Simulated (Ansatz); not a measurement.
The system is TiTe2.

```xyz
3
Lattice="3.7770 0.0000 0.0000 -1.8885 3.2710 0.0000 0.0000 0.0000 6.4980" Properties=species:S:1:pos:R:3 pbc="T T T"
Te    0.0000    2.1807    4.7903
Te    1.8885    1.0903    1.7077
Ti    0.0000    0.0000    0.0000
```

Base run:

```yaml
Program: Ansatz 0.2.0
Functional: PBEsol
Potentials_or_basis: Ansatz PAW
Cutoff: "420 eV (not typed: the program's choice for these potentials)"
k_mesh: 8 × 8 × 4
Occupations: fermi-dirac, width 0.05 eV
Spin: no spin polarisation
```

Its results: band gap on the k mesh none (metal or under the smearing width); pressure -2.3 GPa; largest force 0.128 eV/Å.

Problem. The run is repeated on the same cell with these changes: hubbard terms from none to Ti d U = 4 eV; hubbard projectors from none to ortho-atomic (the default). What comes out?

Solution. Band gap on the k mesh none (metal or under the smearing width); pressure 1.4 GPa; largest force 0.029 eV/Å.

Caveats: this functional lacks dispersion, which binds the layers, so the pressure and a relaxed spacing across them are unreliable; the PAW data sets come from PBE, with cores solved anew for the run's functional, which leaves a small shift of forces and pressure; U without spin polarisation on a metal has little footing (some runs); the U is typed as a test and isn't derived for this compound (some runs).
